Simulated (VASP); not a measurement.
## AlN: relaxation of cell and atoms with LDA

AlN:

```
CELL_PARAMETERS angstrom
3.12859 0.00000 0.00000
-1.56429 2.70944 0.00000
0.00000 0.00000 5.01696
ATOMIC_POSITIONS crystal
Al 0.66667 0.33333 0.49929
Al 0.33333 0.66667 0.99929
N 0.66667 0.33333 0.88071
N 0.33333 0.66667 0.38071
```

The cell is a database's computed one.

* Program: VASP 6.6.1
* Task: relaxation of cell and atoms
* Functional: LDA
* Potentials or basis: VASP PAW LDA potentials, release 64 (Al, N)
* Cutoff: 600 eV
* k mesh: 9 × 9 × 6
* Occupations: gaussian, width 0.02 eV
* Spin: no spin polarisation
* Further INCAR settings: ALGO = Normal; EDIFF = 1e-07; IBRION = 2; EDIFFG = -0.005; NSW = 90; ISIF = 3

* Relaxed volume: 10.24 Å³/atom
* Relaxed cell: a = 3.091 Å, b = 3.091 Å, c = 4.948 Å, α = 90.00°, β = 90.00°, γ = 120.00°
* Space group after relaxing (to 0.05 Å): P6_3mc (No. 186)
* Energy gained by relaxing: 9.5 meV/atom
* Ionic steps: 8
* Pressure after relaxing: 0.0 GPa
* Band gap on the k mesh: 4.40 eV, direct

Step by step:
```tsv
step	energy change (eV)	largest force (eV/Å)	pressure (GPa)	volume (Å³)
1	0.0000	0.0034	-7.44	42.53
2	-0.0050	0.0240	7.79	39.56
3	-0.0378	0.0107	-0.04	40.96
4	-0.0378	0.0109	0.11	40.93
5	-0.0379	0.0149	0.12	40.92
6	-0.0379	0.0169	0.12	40.92
7	-0.0379	0.0085	-0.12	40.96
8	-0.0379	0.0016	-0.02	40.95
```

Final structure:
```
Al N
1.0
     3.09119    0.00000    0.00000
    -1.54560    2.67705    0.00000
     0.00000    0.00000    4.94802
Al N
2 2
Direct
  0.66667 0.33333 0.49904
  0.33333 0.66667 0.99904
  0.66667 0.33333 0.88096
  0.33333 0.66667 0.38096
```

Levels at points of the mesh, in eV from the valence-band top:
```
           k point  band 4  band 5  band 6  band 7  band 8  band 9  band 10  band 11  band 12
(0.00, 0.00, 0.00)   -0.89   -0.89   -0.23   -0.23    0.00    4.40     6.71    10.64    11.08
(0.00, 0.00, 0.50)   -3.37   -0.57   -0.57   -0.57   -0.57    6.59     6.59    10.30    10.30
```

Wall time 57 s on 1 thread of AMD EPYC 9R45 96-Core Processor (Zen 5), with other jobs on the host, peak memory 0.14 GiB.

Caveat: an odd mesh through Γ misses points on the zone boundary, where band edges often lie.
